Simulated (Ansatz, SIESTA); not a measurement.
Given: the input of a run of SIESTA 5.4.2 on Bi2Se3 (Paraguanajuatite). 

Contents of Bi2Se3.fdf:

```
SystemName                      Paraguanajuatite
SystemLabel                     Bi2Se3
NumberOfSpecies                 2
NumberOfAtoms                   5
%block ChemicalSpeciesLabel
  1  83 Bi
  2  34 Se
%endblock ChemicalSpeciesLabel

LatticeConstant                 1.0 Ang
%block LatticeVectors
     2.0715000000     1.1959810826     9.5453333333
    -2.0715000000     1.1959810826     9.5453333333
     0.0000000000    -2.3919621653     9.5453333333
%endblock LatticeVectors
AtomicCoordinatesFormat         Fractional
%block AtomicCoordinatesAndAtomicSpecies
     0.5992000000     0.5992000000     0.5992000000  1  Bi
     0.4008000000     0.4008000000     0.4008000000  1  Bi
     0.7883000000     0.7883000000     0.7883000000  2  Se
     0.2117000000     0.2117000000     0.2117000000  2  Se
     0.0000000000     0.0000000000     0.0000000000  2  Se
%endblock AtomicCoordinatesAndAtomicSpecies

%block kgrid.MonkhorstPack
    8   0   0  0.0
    0   8   0  0.0
    0   0   8  0.0
%endblock kgrid.MonkhorstPack
XC.Functional                   GGA
XC.Authors                      PBEsol
PAO.BasisSize                   DZP
PAO.EnergyShift                 0.003 Ry
Mesh.Cutoff                     500 Ry
OccupationFunction              FD
ElectronicTemperature           0.05 eV
MaxSCFIterations                120
SCF.MustConverge                false
SCF.Mixer.Method                Pulay
SCF.Mixer.Weight                0.25
SCF.Mixer.History               8
SCF.DM.Tolerance                5.0e-05
SCF.H.Tolerance                 1.0e-03 eV
WriteForces                     true
Charge.Mulliken                 end
%block PAO.Basis
  Bi 4
  n=6 0 2
    5.772 0.000
  n=6 1 2
    8.065 0.000
  n=5 2 2
    3.889 0.000
  n=6 2 1
    8.065
  Se 4
  n=4 0 2
    5.129 0.000
  n=4 1 2
    6.708 0.000
  n=3 2 2
    2.662 0.000
  n=4 2 1
    6.708
%endblock PAO.Basis
```

Potentials or basis: PseudoDojo 0.4 standard (PBEsol files), converted to PSML, two zetas on semicore shells, DZP (energy shift 0.003 Ry; two zetas on semicore shells).

Command:

```sh
$ siesta Bi2Se3.fdf > Bi2Se3.out 2>&1
```

Problem. Set up the same calculation for Ansatz 0.2.0. Potentials or basis there: all-electron LAPW, scalar-relativistic.

Solution. As run (cutoffs and basis follow the program's own potentials, and thresholds, step limits or extra output files can differ):

File input.yaml:

```yaml
crystal:
  lattice:
    - [2.0715, 1.1959810826, 9.5453333333]
    - [-2.0715, 1.1959810826, 9.5453333333]
    - [0.0, -2.3919621653, 9.5453333333]
  atoms:
    - { symbol: Bi, position: [0.5992, 0.5992, 0.5992] }
    - { symbol: Bi, position: [0.4008, 0.4008, 0.4008] }
    - { symbol: Se, position: [0.7883, 0.7883, 0.7883] }
    - { symbol: Se, position: [0.2117, 0.2117, 0.2117] }
    - { symbol: Se, position: [0.0, 0.0, 0.0] }
kpoints:
  mp_grid: { grid: [8, 8, 8] }
scf:
  occupations: { method: fermi_dirac, width: 0.05 }
hamiltonian:
  xc: pbesol
  pseudopotentials: { kind: all_electron, lapw: { basis_error: 0.001 } }
output:
  forces: true
  stress: true
  eigenvalues: true
  populations: true
```

Potentials or basis: all-electron LAPW, scalar-relativistic.

The run is started by

```bash
$ ansatz run input.yaml --threads 4 --pin off --max-ram 12288MiB --backend cpu --events-out ev --progress --plain --runs-dir out
```

Both were run:

|  | SIESTA | Ansatz |
| --- | --- | --- |
| Pressure | 1.4 GPa | -0.3 GPa |

Where Ansatz's input types no cutoff or centring, it takes its own default and a Γ-centred mesh.

Pressure is positive in compression.
